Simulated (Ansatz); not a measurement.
A series in volume scale on CdO

Periodic Kohn-Sham DFT of a crystal at fixed atoms, scaled to volume_scale times the given cell; pressure positive in compression, energy less spherical unpolarised free atoms, largest_vzz the field gradient of largest size among the nuclei. The results are calculated, by Ansatz 0.2.0.

The cell before it is scaled or strained (space group Fm-3m, No. 225):
```
cell vectors (Å)
   0.0000     2.3610     2.3610
   2.3610     0.0000     2.3610
   2.3610     2.3610     0.0000
atoms (fractions of the cell vectors)
Cd  0.00000  0.00000  0.00000
O   0.50000  0.50000  0.50000
```

Settings of every row: method all-electron LAPW; functional PBE; relativity scalar; k mesh 13x13x13; filling fermi-dirac; smearing width 0.05 eV; basis error target 0.25 meV/atom; nucleus gaussian.

Atom start moment: 0 on all atoms.

| row | volume scale | V (Å³/atom) | energy less free atoms (eV/atom) | pressure (GPa) |
| --- | --- | --- | --- | --- |
| 1 | 0.95 | 12.503 | -3.8517 | 12.222 |
| 2 | 0.975 | 12.832 | ? | ? |
| 3 | 1 | 13.161 | -3.884 | 3.89 |
| 4 | 1.025 | 13.49 | -3.8884 | 0.528 |
| 5 | 1.05 | 13.819 | -3.8864 | -2.393 |

Question: what energy less free atoms and pressure should row 2 give?

Worked fit of energy less free atoms. Take u = (V_r/V)^(2/3) − 1 with V_r = 13.325 Å³ an atom, which is twice the finite (Eulerian) strain; such expansions in the strain, on which the Birch-Murnaghan equation of state is built, carry the rest volume and the bulk modulus. The shown rows have u = 0.04336, 0.00829, -0.00817, -0.02398. Least squares give energy less free atoms = −3.88707 + 0.2718 × u + 12.544 × u² eV/atom; a straight line predicts inner rows, each left out in turn, worse (root mean square 0.0087 against 0.00012 eV/atom). The rows lie off it by 0.0000, 0.0000, 0.0001, 0.0000. Its lowest point lies at u = -0.0108, or V = 13.54 Å³ an atom, and the curvature there gives the bulk modulus at fixed shape and fractions, B = (4/9)(1 + u)² E″(u)/V = 129 GPa. The withheld row has u = 0.02545, so the fit gives −3.88707 + 0.2718 × (0.02545) + 12.544 × (0.02545)² = -3.8720 eV/atom.

The calculation gave -3.8721 eV/atom. The fit lies 0.0001 eV/atom (0.27 % of the column's range) above it, one unit of the last digit.

Worked fit of pressure. Take u = (V_r/V)^(2/3) − 1 with V_r = 13.325 Å³ an atom, which is twice the finite (Eulerian) strain; such expansions in the strain, on which the Birch-Murnaghan equation of state is built, carry the rest volume and the bulk modulus. The shown rows have u = 0.04336, 0.00829, -0.00817, -0.02398. Least squares give pressure = 2.153 + 204.704 × u + 634.25 × u² GPa; a straight line predicts inner rows, each left out in turn, worse (root mean square 0.44 against 0.01 GPa). The rows lie off it by 0.001, -0.004, 0.005, -0.002 (root mean square 0.0034 GPa). The pressure vanishes at u = -0.0109, or V = 13.55 Å³ an atom, and there the bulk modulus at fixed shape and fractions is B = −V dP/dV = (2/3)(1 + u) dP/du = 126 GPa. The withheld row has u = 0.02545, so the fit gives 2.153 + 204.704 × (0.02545) + 634.25 × (0.02545)² = 7.774 GPa.

The calculation gave 7.762 GPa. The fit lies 0.012 GPa (0.082 % of the column's range) above it; its largest miss of a shown row is 0.005 GPa.
